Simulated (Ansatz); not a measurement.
# HfN: the cost of one run

Program: Ansatz 0.2.0. Level of theory: DFT PBEsol, scalar-relativistic, plane waves, PAW. These are calculated values, not measurements.

2 further runs of the same task are left out: 2 set aside as unsound or not needed.

**1. The starting structure**

The structure is cubic, space group Fm-3m (No. 225). Conventional cell: a = 4.502 Å, b = 4.502 Å, c = 4.502 Å, α = 90.00°, β = 90.00°, γ = 90.00°. Hf (site symmetry m-3m) is surrounded by 6 N at 2.25 Å. N (site symmetry m-3m) is surrounded by 6 Hf at 2.25 Å.

As a file:

```
Hf N
1.0
     0.00000    2.25087    2.25087
     2.25087    0.00000    2.25087
     2.25087    2.25087    0.00000
Hf N
1 1
Direct
  0.00000 0.00000 0.00000
  0.50000 0.50000 0.50000
```

It is the result of an earlier relaxation at this level (volume 11.40 Å³/atom; gap on the mesh: none (metal)).

**2. Building the [001] wire, 14 host atoms a period**

The wire is cut from the relaxed crystal, periodic along c with vacuum across. Atoms and period relax; energies count from the bulk, -7990.1248 eV an atom.

The cell holds 7 Hf, 7 N: a = 13.500 Å, b = 13.800 Å, c = 4.502 Å, α = 90.00°, β = 90.00°, γ = 90.00°.

**3. The relaxation run**

Pressure and volume refer to the whole cell with its vacuum; only the period along c may change.

Contents of input.yaml:

```yaml
crystal:
  lattice:
    - [13.5, 0.0, 0.0]
    - [0.0, 13.8, 0.0]
    - [0.0, 0.0, 4.501741863]
  atoms:
    - { symbol: Hf, position: [0.5, 0.5, 0.0] }
    - { symbol: "N", position: [0.3332688199, 0.5, 0.0] }
    - { symbol: "N", position: [0.6667311801, 0.5, 0.0] }
    - { symbol: Hf, position: [0.5, 0.3368934108, 0.5] }
    - { symbol: Hf, position: [0.5, 0.6631065892, 0.5] }
    - { symbol: "N", position: [0.3332688199, 0.3368934108, 0.5] }
    - { symbol: "N", position: [0.3332688199, 0.6631065892, 0.5] }
    - { symbol: Hf, position: [0.3332688199, 0.5, 0.5] }
    - { symbol: Hf, position: [0.6667311801, 0.5, 0.5] }
    - { symbol: "N", position: [0.5, 0.5, 0.5] }
    - { symbol: Hf, position: [0.3332688199, 0.3368934108, 0.0] }
    - { symbol: Hf, position: [0.3332688199, 0.6631065892, 0.0] }
    - { symbol: "N", position: [0.5, 0.3368934108, 0.0] }
    - { symbol: "N", position: [0.5, 0.6631065892, 0.0] }
basis:
  ecutwfc: 420
kpoints:
  mp_grid: { grid: [1, 1, 12] }
hamiltonian:
  xc: pbesol
scf:
  occupations: { method: gaussian, width: 0.05 }
output:
  forces: true
  stress: true
  eigenvalues: true
  populations: true
  write_density: true
  write_potential: true
  elf: true
  volumetric_format: npy
relax:
  adjacent_minimum: "off"
  f_tol: 0.02
  max_steps: 45
  cell: { fix: [a, b, alpha, beta, gamma], stress_tol: 0.03 }
```

On the command line:

```bash
$ ansatz run input.yaml --threads 4 --pin off --max-ram 11264MiB --backend cpu --events-out ev --progress --plain --runs-dir out
```

**Question.** How long does this run take on 4 threads of Intel Xeon 6975P-C (Granite Rapids), shared host, and how much memory does it need?

About 3.4 min, with a peak of 2.5 GiB.
